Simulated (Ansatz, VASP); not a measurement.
## HfB: VASP beside Ansatz

```xyz
2
Lattice="3.4180 0.0000 0.0000 -1.7090 2.9601 0.0000 1.7090 0.9867 2.7908" Properties=species:S:1:pos:R:3 pbc="T T T"
Hf    0.0000    1.9734    1.3954
B     0.0000    0.0000    0.0000
```

Alike in both runs: task single point; functional PBE; k mesh 12 × 12 × 12; occupations gaussian, width 0.1 eV; no spin polarisation.

```csv
,VASP,Ansatz
version,VASP 6.6.1,Ansatz 0.2.0
potentials or method,"VASP PAW PBE potentials, release 64 (Hf_pv, B)","scalar-relativistic, plane waves, PAW"
plane-wave cutoff (eV),520,420
valence electrons in the cell,13,29
```

|  | VASP | Ansatz | Ansatz less VASP |
| --- | --- | --- | --- |
| gap on the k mesh at the Fermi level (eV) | none | none | - |
| pressure (GPa) | 0.0 | 0.0 | -0.06 |

A gap of «none» marks a metal or a gap that the smearing closes. The two sets of potentials don't hold the same shells in valence.

Spin-orbit coupling is left out, which matters for the levels of Hf.
